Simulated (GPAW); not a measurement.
The system is Cl.

```
CELL_PARAMETERS angstrom
3.14500 -2.25000 0.00000
3.14500 2.25000 0.00000
0.00000 0.00000 8.21000
ATOMIC_POSITIONS crystal
Cl 0.37000 0.63000 0.40000
Cl 0.13000 0.87000 0.90000
Cl 0.63000 0.37000 0.60000
Cl 0.87000 0.13000 0.10000
```

Base run:

| Item | Value |
| --- | --- |
| Program | GPAW 26.7.0 |
| Functional | AM05 |
| Potentials or basis | PAW data sets generated in the run's folder for this functional |
| Cutoff | 600 eV |
| Basis | pw |
| k mesh | 5 × 5 × 3 |
| Occupations | fermi-dirac, width 0.05 eV |
| Spin | no spin polarisation |

Its results: band gap on the k mesh 2.46 eV, indirect (least direct gap 2.51 eV); pressure -0.1 GPa; largest force 0.232 eV/Å.

**Question.** After a change of settings the same cell gave: band gap on the k mesh 2.48 eV, indirect (least direct gap 2.53 eV); pressure 2.4 GPa; largest force 0.632 eV/Å. Which change was it?
A. functional from AM05 to PW91; band points from 100 to 60
B. functional from AM05 to PBE; potentials or basis from PAW data sets generated in the run's folder for this functional to GPAW PAW data sets (gpaw-data 1.2.1)
C. functional from AM05 to BLYP
D. functional from AM05 to LDA; potentials or basis from PAW data sets generated in the run's folder for this functional to the program's PAW data sets (release 1.2.1) made for this functional

**Answer.** C.

BLYP binds less tightly than AM05, so the same cell stands under more pressure.

Not every run made on this cell is shown here.
